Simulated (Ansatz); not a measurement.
# SnO₂: quadrupole couplings from first principles

```
CELL_PARAMETERS angstrom
3.22820 0.00000 0.00000
-1.61410 2.79570 0.00000
0.00000 0.00000 5.49235
ATOMIC_POSITIONS crystal
Sn 0.00000 0.00000 0.00000
O 0.33333 0.66667 0.18416
O 0.66667 0.33333 0.81584
```

Atom numbers follow the list: Sn1, O2, O3.

Conventional cell: a = 3.228 Å, b = 3.228 Å, c = 5.492 Å, α = 90.00°, β = 90.00°, γ = 120.00°. Sn (atom 1) is surrounded by 6 O at 2.12 Å. O (atom 2) is surrounded by 3 Sn at 2.12 Å.

The structure comes from a relaxation in the same program, started in the CdI2 type, and has space group P-3m1. Whether it is a known phase or the ground state wasn't checked.

Levels of theory: DFT, PBE, all-electron PAW with datasets made for the crystal, scalar-relativistic (Ansatz 0.2.0); DFT, PBE, PAW with Ansatz's default frozen-core files, scalar-relativistic (Ansatz 0.2.0).

For the crystal-made all-electron datasets (AE datasets): a Γ-centred 13×13×7 k mesh, Fermi–Dirac smearing of 0.08 eV, cutoff 400 eV (chosen by the program for this cell), no spin polarisation. PAW takes a cutoff of 420 eV at this cell. The Ansatz runs share mesh, smearing and spin set-up.

No spin–orbit coupling: at heavy atoms the gradients can be off by tens of per cent for that reason.

Vzz is the principal value of largest size of the traceless field-gradient tensor, in 10²¹ V/m², and η = (Vxx − Vyy)/Vzz with |Vzz| ≥ |Vyy| ≥ |Vxx|.

| site | site symmetry | Vzz (η), AE datasets | Vzz (η), PAW |
| --- | --- | --- | --- |
| Sn1 | -3m. | 12.92 (η = 0.00) | 12.62 (η = 0.00) |
| O2 | 3m. | -6.68 (η = 0.00) | -6.74 (η = 0.00) |

The Cartesian tensor at Sn1 from AE datasets, in 10²¹ V/m²:

```
-6.46  0.00  0.00
 0.00 -6.46  0.00
 0.00  0.00 12.92
```

Q: With Q(Sn-119, excited state) = -0.132 b and Eγ = 23.875 keV, what Mössbauer quadrupole splitting follows at Sn1 from AE datasets?

A: ΔEQ = (eQVzz/2)(1 + η²/3)^½ c/Eγ = -1.07 mm/s.

Q: Taking Q(O-17) = -0.0256 b, what quadrupole coupling constant follows at O2 from AE datasets?

A: Cq = eQVzz/h = 24.180 MHz × -0.0256 × (-6.68) = 4.13 MHz.
